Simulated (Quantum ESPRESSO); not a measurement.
# Al (P6/mmm) in Quantum ESPRESSO: reference runs

Aim: a first look at Al with PBE, on the cell as given and on a disturbed one.

All numbers are computed with Quantum ESPRESSO 7.5; they aren't measurements. Logs are shortened: lines on timing, memory, paths and dates and some standing lists are left out, and cuts for length are marked.

### 1 Starting point

It takes space group P6/mmm (No. 191, hexagonal). Conventional cell: a = 4.492 Å, b = 4.492 Å, c = 2.723 Å, α = 90.00°, β = 90.00°, γ = 120.00°. Al (site symmetry -6m2) has 5 Al at 2.59 to 2.72 Å as nearest neighbours.

The cell was built by a generator and needn't be a form met in nature.

### 2 Single point, PBE

The input, pw.in:

```
&CONTROL
  calculation = 'scf'
  prefix = 'pwscf'
  outdir = './tmp'
  pseudo_dir = './pseudo'
  tprnfor = .true.
  tstress = .true.
  disk_io = 'nowf'
/
&SYSTEM
  ibrav = 0
  nat = 2
  ntyp = 1
  ecutwfc = 55
  ecutrho = 440
  nbnd = 8
  occupations = 'smearing'
  smearing = 'fd'
  degauss = 0.00367493
/
&ELECTRONS
  conv_thr = 4d-10
  electron_maxstep = 120
  mixing_beta = 0.5
/
ATOMIC_SPECIES
Al    26.9815 Al.pbe-n-kjpaw_psl.1.0.0.UPF
CELL_PARAMETERS angstrom
   4.4916000000    0.0000000000    0.0000000000
  -2.2458000000    3.8898400000    0.0000000000
   0.0000000000    0.0000000000    2.7226000000
ATOMIC_POSITIONS crystal
Al     0.3333300000    0.6666700000    0.0000000000
Al     0.6666700000    0.3333300000    0.0000000000
K_POINTS automatic
7 7 10 0 0 0
```

Potentials or basis: SSSP 1.3 efficiency PBE.

Launch:

```sh
$ OMP_NUM_THREADS=1 pw.x -in pw.in > pw.out
```

pw.out:

```text
This program is part of the open-source Quantum ESPRESSO suite
     for quantum simulation of materials; please cite
         "P. Giannozzi et al., J. Phys.:Condens. Matter 21 395502 (2009);
         "P. Giannozzi et al., J. Phys.:Condens. Matter 29 465901 (2017);
         "P. Giannozzi et al., J. Chem. Phys. 152 154105 (2020);
     in publications or presentations arising from this work. More details at

     file Al.pbe-n-kjpaw_psl.1.0.0.UPF: wavefunction(s)  3S 3P renormalized
     Message from routine setup:
     using ibrav=0 with symmetry is DISCOURAGED, use correct ibrav instead

     G-vector sticks info
     --------------------
     sticks:   dense  smooth     PW     G-vecs:    dense   smooth      PW
     Sum        2185    1099    337                49979    17707    2917

     Using Slab Decomposition

     bravais-lattice index     =            0
     lattice parameter (alat)  =       8.4879  a.u.
     unit-cell volume          =     321.0061 (a.u.)^3
     number of atoms/cell      =            2
     number of atomic types    =            1
     number of electrons       =         6.00
     number of Kohn-Sham states=            8
     kinetic-energy cutoff     =      55.0000  Ry
     charge density cutoff     =     440.0000  Ry
     scf convergence threshold =      4.0E-10
     mixing beta               =       0.5000
     number of iterations used =            8  plain     mixing
     Exchange-correlation= SLA  PW   PBX  PBC
                           (   1   4   3   4   0   0   0)

     celldm(1)=   8.487894  celldm(2)=   0.000000  celldm(3)=   0.000000
     celldm(4)=   0.000000  celldm(5)=   0.000000  celldm(6)=   0.000000

     crystal axes: (cart. coord. in units of alat)
               a(1) = (   1.000000   0.000000   0.000000 )
               a(2) = (  -0.500000   0.866025   0.000000 )
               a(3) = (   0.000000   0.000000   0.606154 )

     reciprocal axes: (cart. coord. in units 2 pi/alat)
               b(1) = (  1.000000  0.577350 -0.000000 )
               b(2) = (  0.000000  1.154700  0.000000 )
               b(3) = (  0.000000 -0.000000  1.649747 )

     PseudoPot. # 1 for Al read from file:
     Al.pbe-n-kjpaw_psl.1.0.0.UPF
     Pseudo is Projector augmented-wave + core cor, Zval =  3.0
     Generated using "atomic" code by A. Dal Corso  v.5.1
     Shape of augmentation charge: PSQ
     Using radial grid of 1135 points,  6 beta functions with:
                l(1) =   0
                l(2) =   0
                l(3) =   1
                l(4) =   1
                l(5) =   2
                l(6) =   2
     Q(r) pseudized with 0 coefficients

     atomic species   valence    mass     pseudopotential
     Al                3.00    26.98150     Al( 1.00)

      8 Sym. Ops., with inversion, found

   Cartesian axes

     site n.     atom                  positions (alat units)
         1        Al     tau(   1) = (  -0.0000050   0.5773532   0.0000000  )
         2        Al     tau(   2) = (   0.5000050   0.2886723   0.0000000  )

     number of k points=    96  Fermi-Dirac smearing, width (Ry)=  0.0037
                       cart. coord. in units 2pi/alat
        k(    1) = (   0.0000000   0.0000000   0.0000000), wk =   0.0040816
        k(    2) = (   0.0000000   0.0000000   0.1649747), wk =   0.0081633
        k(    3) = (   0.0000000   0.0000000   0.3299493), wk =   0.0081633
        k(    4) = (   0.0000000   0.0000000   0.4949240), wk =   0.0081633
        k(    5) = (   0.0000000   0.0000000   0.6598986), wk =   0.0081633
        k(    6) = (   0.0000000   0.0000000  -0.8248733), wk =   0.0040816
[... 88 lines left out ...]
        k(   95) = (  -0.2857143   0.4948716  -0.6598986), wk =   0.0326531
        k(   96) = (  -0.2857143   0.4948716   0.8248733), wk =   0.0163265

     Dense  grid:    49979 G-vectors     FFT dimensions: (  60,  60,  36)

     Smooth grid:    17707 G-vectors     FFT dimensions: (  45,  45,  25)

     Initial potential from superposition of free atoms

     starting charge       5.9954, renormalised to       6.0000
     Starting wfcs are    8 randomized atomic wfcs

     Self-consistent Calculation

     iteration #  1     ecut=    55.00 Ry     beta= 0.50
     Davidson diagonalization with overlap
     ethr =  1.00E-02,  avg # of iterations =  6.4

     Threshold (ethr) on eigenvalues was too large:
     Diagonalizing with lowered threshold

     Davidson diagonalization with overlap
     ethr =  2.45E-04,  avg # of iterations =  4.1

     total energy              =     -78.93302264 Ry
     estimated scf accuracy    <       0.01541471 Ry

     iteration #  2     ecut=    55.00 Ry     beta= 0.50
     Davidson diagonalization with overlap
     ethr =  2.57E-04,  avg # of iterations =  1.1

     total energy              =     -78.93301399 Ry
     estimated scf accuracy    <       0.00330506 Ry

     iteration #  3     ecut=    55.00 Ry     beta= 0.50
     Davidson diagonalization with overlap
     ethr =  5.51E-05,  avg # of iterations =  2.5

     total energy              =     -78.93308418 Ry
     estimated scf accuracy    <       0.00002867 Ry

     iteration #  4     ecut=    55.00 Ry     beta= 0.50
     Davidson diagonalization with overlap
     c_bands:  2 eigenvalues not converged
     ethr =  4.78E-07,  avg # of iterations =  6.0

     total energy              =     -78.93309058 Ry
     estimated scf accuracy    <       0.00000068 Ry

     iteration #  5     ecut=    55.00 Ry     beta= 0.50
     Davidson diagonalization with overlap
     ethr =  1.14E-08,  avg # of iterations =  2.3

     total energy              =     -78.93309084 Ry
     estimated scf accuracy    <       0.00000010 Ry

     iteration #  6     ecut=    55.00 Ry     beta= 0.50
     Davidson diagonalization with overlap
     ethr =  1.71E-09,  avg # of iterations =  1.4

     total energy              =     -78.93309085 Ry
     estimated scf accuracy    <          7.4E-09 Ry

     iteration #  7     ecut=    55.00 Ry     beta= 0.50
     Davidson diagonalization with overlap
     ethr =  1.23E-10,  avg # of iterations =  2.5

     total energy              =     -78.93309085 Ry
     estimated scf accuracy    <          1.3E-09 Ry

     iteration #  8     ecut=    55.00 Ry     beta= 0.50
     Davidson diagonalization with overlap
     ethr =  2.11E-11,  avg # of iterations =  2.2

     End of self-consistent calculation

          k = 0.0000 0.0000 0.0000 (  2191 PWs)   bands (ev):

    -4.8098   3.2674   3.2676   3.7357   6.3621   6.3623   9.6661  13.7105

          k = 0.0000 0.0000 0.1650 (  2202 PWs)   bands (ev):

    -4.6120   3.4427   3.4430   3.9223   6.5460   6.5462   9.3925  11.2441

          k = 0.0000 0.0000 0.3299 (  2208 PWs)   bands (ev):

    -4.0208   3.9642   3.9644   4.4699   7.0933   7.0936   7.2058  11.0369

          k = 0.0000 0.0000 0.4949 (  2196 PWs)   bands (ev):

    -3.0441   4.5756   4.8097   4.8100   5.3307   7.9836   7.9839  11.9402

          k = 0.0000 0.0000 0.6599 (  2184 PWs)   bands (ev):

    -1.7023   2.1992   5.8828   5.8830   6.3526   9.1272   9.1275  11.6506

          k = 0.0000 0.0000-0.8249 (  2208 PWs)   bands (ev):

    -0.3441   0.4924   6.5971   6.5973   6.9506   9.9176   9.9177  10.7511

          k = 0.0000 0.1650 0.0000 (  2197 PWs)   bands (ev):

    -4.6328   1.5959   2.9634   4.9126   6.4928   7.0337  10.6828  13.8554

          k = 0.0000 0.1650 0.1650 (  2195 PWs)   bands (ev):

    -4.4352   1.7828   3.1401   5.0887   6.6640   7.2160  10.0421  11.7898

          k = 0.0000 0.1650 0.3299 (  2205 PWs)   bands (ev):

    -3.8445   2.3392   3.6657   5.5970   7.0048   7.6518   7.7579  11.9795

          k = 0.0000 0.1650 0.4949 (  2206 PWs)   bands (ev):

    -2.8687   3.2501   4.5191   4.7254   6.3790   8.0712   8.6372  11.5901

          k = 0.0000 0.1650 0.6599 (  2216 PWs)   bands (ev):

    -1.5277   2.3624   4.4766   5.6072   6.8644   8.9405   9.7525  10.2355

          k = 0.0000 0.1650-0.8249 (  2208 PWs)   bands (ev):

    -0.1651   0.6533   5.7136   6.1142   6.3411   9.2157   9.7413  10.0213

          k = 0.0000 0.3299 0.0000 (  2203 PWs)   bands (ev):

    -4.1175  -0.1451   2.4836   4.6449   8.2175   8.6134  12.7194  14.2495

          k = 0.0000 0.3299 0.1650 (  2198 PWs)   bands (ev):

    -3.9203   0.0459   2.6616   4.8270   8.3329   8.7930  10.8380  13.6812

          k = 0.0000 0.3299 0.3299 (  2205 PWs)   bands (ev):

    -3.3311   0.6158   3.1915   5.3499   7.8144   8.8596   9.3262  12.6552

          k = 0.0000 0.3299 0.4949 (  2215 PWs)   bands (ev):

    -2.3578   1.5541   4.0536   5.1414   6.2659   8.5545  10.1841  11.1632

          k = 0.0000 0.3299 0.6599 (  2208 PWs)   bands (ev):

    -1.0195   2.7840   2.8914   5.1594   6.1279   8.1962   9.8179  11.0838

          k = 0.0000 0.3299-0.8249 (  2206 PWs)   bands (ev):
[... 269 lines left out ...]
    -3.0342  -1.8558   1.4020   5.4544  10.0348  10.3017  13.0905  13.4262

          k = 0.5714-0.1650-0.1650 (  2200 PWs)   bands (ev):

    -2.8380  -1.6620   1.5848   5.6296   9.9423  10.3944  12.1921  12.7883

          k = 0.5714-0.1650-0.3299 (  2218 PWs)   bands (ev):

    -2.2516  -1.0833   2.1295   6.1223   8.5320   9.8374  11.5221  11.5814

          k = 0.5714-0.1650-0.4949 (  2221 PWs)   bands (ev):

    -1.2830  -0.1281   3.0178   6.1291   6.4805   8.1100  11.0303  12.2030

          k = 0.5714-0.1650-0.6599 (  2218 PWs)   bands (ev):

     0.0512   1.1823   3.8299   4.1453   4.9139   8.4206   9.0208  12.1980

          k = 0.5714-0.1650 0.8249 (  2226 PWs)   bands (ev):

     1.4842   2.0666   2.5360   3.2218   5.0506   7.4602   9.8751  10.8880

          k =-0.2857 0.4949 0.0000 (  2198 PWs)   bands (ev):

    -2.8897  -1.8802   0.8454   7.5271   7.7240  10.0359  13.4882  15.2671

          k =-0.2857 0.4949-0.1650 (  2220 PWs)   bands (ev):

    -2.6937  -1.6858   1.0296   7.6617   7.8815  10.0469  12.4836  12.7059

          k =-0.2857 0.4949-0.3299 (  2215 PWs)   bands (ev):

    -2.1084  -1.1049   1.5788   7.8903   8.0856   9.1882  10.6025  11.3949

          k =-0.2857 0.4949-0.4949 (  2226 PWs)   bands (ev):

    -1.1416  -0.1460   2.4767   6.2296   6.9098   9.4637   9.9356  10.5910

          k =-0.2857 0.4949-0.6599 (  2222 PWs)   bands (ev):

     0.1894   1.1735   3.6306   3.9847   4.8506   8.1746  10.6724  10.9269

          k =-0.2857 0.4949 0.8249 (  2212 PWs)   bands (ev):

     1.6101   2.2115   2.6052   3.1235   4.5135   6.9491  11.4715  12.2713

     the Fermi energy is     4.1326 ev

!    total energy              =     -78.93309085 Ry
     total all-electron energy =      -971.218654 Ry
     estimated scf accuracy    <          1.3E-11 Ry
     smearing contrib. (-TS)   =      -0.00036287 Ry
     internal energy E=F+TS    =     -78.93272798 Ry

     The total energy is F=E-TS. E is the sum of the following terms:
     one-electron contribution =       3.95049046 Ry
     hartree contribution      =       0.42928616 Ry
     xc contribution           =      -5.00826999 Ry
     ewald contribution        =      -8.92300633 Ry
     one-center paw contrib.   =     -69.38122828 Ry

     convergence has been achieved in   8 iterations

     Forces acting on atoms (cartesian axes, Ry/au):

     atom    1 type  1   force =     0.00001162   -0.00000671    0.00000000
     atom    2 type  1   force =    -0.00001162    0.00000671    0.00000000

     Total force =     0.000019     Total SCF correction =     0.000000

     Computing stress (Cartesian axis) and pressure

          total   stress  (Ry/bohr**3)                   (kbar)     P=       16.31
   0.00013572   0.00000008   0.00000000           19.97        0.01        0.00
   0.00000008   0.00013581   0.00000000            0.01       19.98        0.00
   0.00000000   0.00000000   0.00006115            0.00        0.00        9.00

=------------------------------------------------------------------------------=
   JOB DONE.
=------------------------------------------------------------------------------=
```

It took 39 s on 1 thread of Arm Neoverse V1, shared host; peak memory 0.23 GiB.

What came out:

- Free energy: -1073.9394 eV
- Pressure: 1.6 GPa
- Band gap on the k mesh: none (metal or under the smearing width)

Stress tensor (GPa, compression positive):
```
2.00 0.00 0.00
0.00 2.00 0.00
0.00 0.00 0.90
```

[end of part 1 of 2]
